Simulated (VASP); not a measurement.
# MgS (Niningerite) (Fm-3m) in VASP: single point with PBE

Aim: the single point of MgS (Niningerite) with PBE.

Everything below comes from runs of VASP 6.6.1. Logs are shortened: lines on timing, memory, paths and dates and some standing lists are left out, and cuts for length are marked.

## 1. The crystal as given

The structure is cubic, space group Fm-3m (No. 225). The conventional cell has a = 5.203 Å, b = 5.203 Å, c = 5.203 Å, α = 90.00°, β = 90.00°, γ = 90.00°. Around S (site symmetry m-3m) lie 6 Mg at 2.60 Å. Mg (site symmetry m-3m) is surrounded by 6 S at 2.60 Å.

## 2. Single point, PBE

INCAR reads:

```
SYSTEM = MgS
PREC = Accurate
ENCUT = 520
EDIFF = 1E-6
ISMEAR = 0
SIGMA = 0.02
LREAL = .False.
LASPH = .True.
NELM = 100
ALGO = Fast
ISIF = 2
LWAVE = .False.
LCHARG = .False.
GGA = PE
NBANDS = 11
```

KPOINTS reads:

```
Automatic mesh
0
Gamma
  3 3 3
  0 0 0
```

POSCAR reads:

```
MgS
1.0
    0.0000000000      2.6016500000      2.6016500000
    2.6016500000      0.0000000000      2.6016500000
    2.6016500000      2.6016500000      0.0000000000
S Mg
1 1
Direct
    0.5000000000      0.5000000000      0.5000000000
    0.0000000000      0.0000000000      0.0000000000
```

Potentials or basis: VASP PAW PBE potentials, release 64 (S, Mg).

On the command line:

```console
> cat potpaw_PBE.64/S/POTCAR potpaw_PBE.64/Mg/POTCAR > POTCAR
> mpirun -np 1 vasp_std > vasp.out
```

OUTCAR:

```text
SYSTEM = MgS
   PREC = Accurate
   ENCUT = 520
   EDIFF = 1E-6
   ISMEAR = 0
   LREAL = .False.
   LASPH = .True.
   NELM = 100
   ISIF = 2
   GGA = PE

 ion  position               nearest neighbor table
   1  0.500  0.500  0.500-   2 2.60   2 2.60   2 2.60   2 2.60   2 2.60   2 2.60
   2  0.000  0.000  0.000-   1 2.60   1 2.60   1 2.60   1 2.60   1 2.60   1 2.60

  LATTYP: Found a face centered cubic cell.
 ALAT       =     5.2033000000

  Lattice vectors:

 A1 = (   0.0000000000,   2.6016500000,   2.6016500000)
 A2 = (   2.6016500000,   0.0000000000,   2.6016500000)
 A3 = (   2.6016500000,   2.6016500000,   0.0000000000)

Analysis of symmetry for initial positions (statically):
=====================================================================
 Subroutine PRICEL returns:
 Original cell was already a primitive cell.

 Routine SETGRP: Setting up the symmetry group for a
 face centered cubic supercell.

 Subroutine GETGRP returns: Found 48 space group operations
 (whereof 48 operations were pure point group operations)
 out of a pool of 48 trial point group operations.

The static configuration has the point symmetry O_h .

Analysis of symmetry for dynamics (positions and initial velocities):
=====================================================================
 Subroutine PRICEL returns:
 Original cell was already a primitive cell.

 Routine SETGRP: Setting up the symmetry group for a
 face centered cubic supercell.

 Subroutine GETGRP returns: Found 48 space group operations
 (whereof 48 operations were pure point group operations)
 out of a pool of 48 trial point group operations.

The dynamic configuration has the point symmetry O_h .

 Subroutine INISYM returns: Found 48 space group operations
 (whereof 48 operations are pure point group operations),
 and found     1 'primitive' translations

----------------------------------------------------------------------------------------

                                     Primitive cell

  volume of cell :      35.2190

  direct lattice vectors                    reciprocal lattice vectors
     0.000000000  2.601650000  2.601650000    -0.192185728  0.192185728  0.192185728
     2.601650000  0.000000000  2.601650000     0.192185728 -0.192185728  0.192185728
     2.601650000  2.601650000  0.000000000     0.192185728  0.192185728 -0.192185728

  length of vectors
     3.679288715  3.679288715  3.679288715     0.332875446  0.332875446  0.332875446

  position of ions in fractional coordinates (direct lattice)
     0.500000000  0.500000000  0.500000000
     0.000000000  0.000000000  0.000000000

  ion indices of the primitive-cell ions
   primitive index   ion index
                 1           1
                 2           2

----------------------------------------------------------------------------------------

 KPOINTS: Automatic mesh

Automatic generation of k-mesh.
 Grid dimensions read from file:
 generate k-points for:    3    3    3

 Generating k-lattice:

  Cartesian coordinates                     Fractional coordinates (reciprocal lattice)
    -0.064061909  0.064061909  0.064061909     0.333333333  0.000000000  0.000000000
     0.064061909 -0.064061909  0.064061909     0.000000000  0.333333333  0.000000000
     0.064061909  0.064061909 -0.064061909     0.000000000  0.000000000  0.333333333

  Length of vectors
     0.110958482  0.110958482  0.110958482

  Shift w.r.t. Gamma in fractional coordinates (k-lattice)
     0.000000000  0.000000000  0.000000000

 Subroutine IBZKPT returns following result:
 ===========================================

 Found      4 irreducible k-points:

 Following reciprocal coordinates:
            Coordinates               Weight
  0.000000  0.000000  0.000000      1.000000
  0.333333  0.000000  0.000000      8.000000
  0.333333  0.333333  0.000000      6.000000
 -0.333333  0.333333  0.000000     12.000000
   k-points           NKPTS =      4   k-points in BZ     NKDIM =      4   number of bands    NBANDS=     11
   number of dos      NEDOS =    301   number of ions     NIONS =      2
   total plane-waves  NPLWV =  21952
   dimension x,y,z NGX =    28 NGY =   28 NGZ =   28
   dimension x,y,z NGXF=    56 NGYF=   56 NGZF=   56
   ions per type =               1   1
   NGX,Y,Z   is equivalent  to a cutoff of  12.65, 12.65, 12.65 a.u.
   NGXF,Y,Z  is equivalent  to a cutoff of  25.30, 25.30, 25.30 a.u.
 SYSTEM =  MgS
   PREC   = accura    normal or accurate (medium, high low for compatibility)
   ISTART =      0    job   : 0-new  1-cont  2-samecut
   ICHARG =      2    charge: 1-file 2-atom 10-const
   ISPIN  =      1    spin polarized calculation?
   LNONCOLLINEAR =      F non collinear calculations
   LSORBIT =      F    spin-orbit coupling
   LASPH  =      T    aspherical Exc in radial PAW
   ENCUT  =  520.0 eV  38.22 Ry    6.18 a.u.   6.84  6.84  6.84*2*pi/ulx,y,z
   NELM   =    100;   NELMIN=  2; NELMDL= -5     # of ELM steps
   EDIFF  = 0.1E-05   stopping-criterion for ELM
   LREAL  =      F    real-space projection
   EDIFFG = 0.1E-04   stopping-criterion for IOM
   NSW    =      0    number of steps for IOM
   IBRION =     -1    ionic relax: 0-MD 1-quasi-New 2-CG
   NFREE  =      0    steps in history (QN), initial steepest desc. (CG)
   ISIF   =      2    stress and relaxation
   ISYM   =      2    0-nonsym 1-usesym 2-fastsym
   POTIM  = 0.5000    time-step for ionic-motion
   TEBEG  =    0.0;   TEEND  =   0.0 temperature during run
   PSTRESS=    0.0 pullay stress
   NELECT =       8.0000    total number of electrons
   NUPDOWN=      -1.0000    fix difference up-down
   EMIN   =  10.00;   EMAX   =-10.00  energy-range for DOS
   EFERMI =   0.00;   METHOD = LEGACY
   ISMEAR =     0;   SIGMA  =   0.02  broadening in eV -4-tet -1-fermi 0-gaus
   EFERMI_NEDOS =   21; number of points for ismear=-14 and -15
   IALGO  =     68    algorithm
   IMIX   =      4    mixing-type and parameters
     AMIX     =   0.40;   BMIX     =  1.00
     AMIX_MAG =   1.60;   BMIX_MAG =  1.00
  volume/ion in A,a.u.               =      17.61       118.83
  Fermi-wavevector in a.u.,A,eV,Ry     =   0.998878  1.887606 13.575323  0.997758
  Thomas-Fermi vector in A             =   2.131131
   LORBIT       =      0    0 simple, 1 ext, 2 COOP (PROOUT), +10 PAW based schemes
   GGA     = PE    functional components
   LHFCALC =     F    Hartree Fock is set to
   AEXX    =    0.0000 exact exchange contribution
   IVDW    =     0    specifies the selected vdW correction
   LEPSILON=     F    determine dielectric tensor
   LRPA    =     F    only Hartree local field effects (RPA)
 non-spin polarized calculation
 RMM-DIIS sequential band-by-band and
 Gauss-broadening in eV      SIGMA  =   0.02
  energy-cutoff  :      520.00
  volume of cell :       35.22
 maximum number of plane-waves:       955
   NGX = 13   NGY = 13   NGZ = 13

 number of electron       8.0000000 magnetization

 Free energy of the ion-electron system (eV)
  ---------------------------------------------------
  ext. energy  EPLUGINS =         0.00000000
  ---------------------------------------------------
  free energy    TOTEN  =        -8.27028909 eV

  energy without entropy =       -8.27028909  energy(sigma->0) =       -8.27028909

 E-fermi :   3.9735     XC(G=0):  -9.6578

 val. band max:        3.8262427246   @ k =   0.0000   0.0000   0.0000
 cond. band min:       7.4976522065   @ k =   0.0000   0.0000   0.0000
 fundamental gap:      3.6714094818
 Fermi energy:         3.9735357758

 k-point     1 :       0.0000    0.0000    0.0000
  band No.  band energies     occupation
      1      -8.8450      2.00000
      2       3.8262      2.00000
      3       3.8262      2.00000
      4       3.8262      2.00000
      5       7.4977      0.00000
      6      11.7152      0.00000
      7      11.7152      0.00000
      8      11.7152      0.00000
      9      14.1142      0.00000
     10      14.1142      0.00000
     11      16.3062      0.00000

 k-point     2 :       0.3333    0.0000    0.0000
  band No.  band energies     occupation
      1      -7.9352      2.00000
      2      -0.0489      2.00000
      3       3.3613      2.00000
      4       3.3613      2.00000
      5       8.5583      0.00000
      6      11.0902      0.00000
      7      11.0902      0.00000
      8      13.1417      0.00000
      9      15.2803      0.00000
     10      15.2803      0.00000
     11      15.3008      0.00000

 k-point     3 :       0.3333    0.3333    0.0000
  band No.  band energies     occupation
      1      -7.6610      2.00000
      2       0.3989      2.00000
      3       2.4625      2.00000
      4       2.4625      2.00000
      5       7.6264      0.00000
      6       8.7144      0.00000
      7      13.5410      0.00000
      8      15.2011      0.00000
      9      15.2011      0.00000
     10      15.7522      0.00000
     11      20.6285      0.00000

 k-point     4 :      -0.3333    0.3333    0.0000
  band No.  band energies     occupation
      1      -7.2164      2.00000
      2       0.1616      2.00000
      3       0.4748      2.00000
      4       2.6765      2.00000
      5       8.1790      0.00000
      6      11.5104      0.00000
      7      12.6663      0.00000
      8      13.0522      0.00000
      9      15.4841      0.00000
     10      16.2212      0.00000
     11      20.4393      0.00000

------------------------ aborting loop because EDIFF is reached ----------------------------------------

  FORCE on cell =-STRESS in cart. coord.  units (eV):
  Direction    XX          YY          ZZ          XY          YZ          ZX
  --------------------------------------------------------------------------------------
  -------------------------------------------------------------------------------------
  Total        0.5398570      0.5398570      0.5398570      0.0000000      0.0000000      0.0000000
  in kB       24.5591165     24.5591165     24.5591165      0.0000000      0.0000000      0.0000000
  external PRESSURE =      24.5591165 kB  Pullay stress =       0.0000000 kB

 VOLUME and BASIS-vectors are now :
 -----------------------------------------------------------------------------
  energy-cutoff  :      520.00
  volume of cell :       35.22
      direct lattice vectors                 reciprocal lattice vectors
     0.000000000  2.601650000  2.601650000    -0.192185728  0.192185728  0.192185728
     2.601650000  0.000000000  2.601650000     0.192185728 -0.192185728  0.192185728
     2.601650000  2.601650000  0.000000000     0.192185728  0.192185728 -0.192185728

 POSITION                                       TOTAL-FORCE (eV/Angst)
 -----------------------------------------------------------------------------------
      2.60165      2.60165      2.60165        -0.000000      0.000000     -0.000000
      0.00000      0.00000      0.00000         0.000000     -0.000000      0.000000
 -----------------------------------------------------------------------------------
    total drift:                                0.000000      0.000000      0.000000

  FREE ENERGIE OF THE ION-ELECTRON SYSTEM (eV)
  ---------------------------------------------------
  free  energy   TOTEN  =        -8.2702890857 eV

  energy  without entropy=       -8.2702890857  energy(sigma->0) =       -8.27028909
```

Run time: 3.6 s. Hardware: 1 thread of Intel Xeon Platinum 8559C (Emerald Rapids), shared host; peak memory 0.14 GiB.

Results:

```
Free energy            : -8.2703 eV
Pressure               : 2.5 GPa
Band gap on the k mesh : 3.67 eV, direct
```

Levels at points of the mesh, in eV from the valence-band top:
| k point | band 1 | band 2 | band 3 | band 4 | band 5 | band 6 | band 7 | band 8 | band 9 |
| --- | --- | --- | --- | --- | --- | --- | --- | --- | --- |
| (0.00, 0.00, 0.00) | -12.67 | 0.00 | 0.00 | 0.00 | 3.67 | 7.89 | 7.89 | 7.89 | 10.29 |

Caveat: the k mesh is coarse (spacing up to 0.70 Å⁻¹), so the values aren't converged; an odd mesh through Γ misses points on the zone boundary, where band edges often lie.
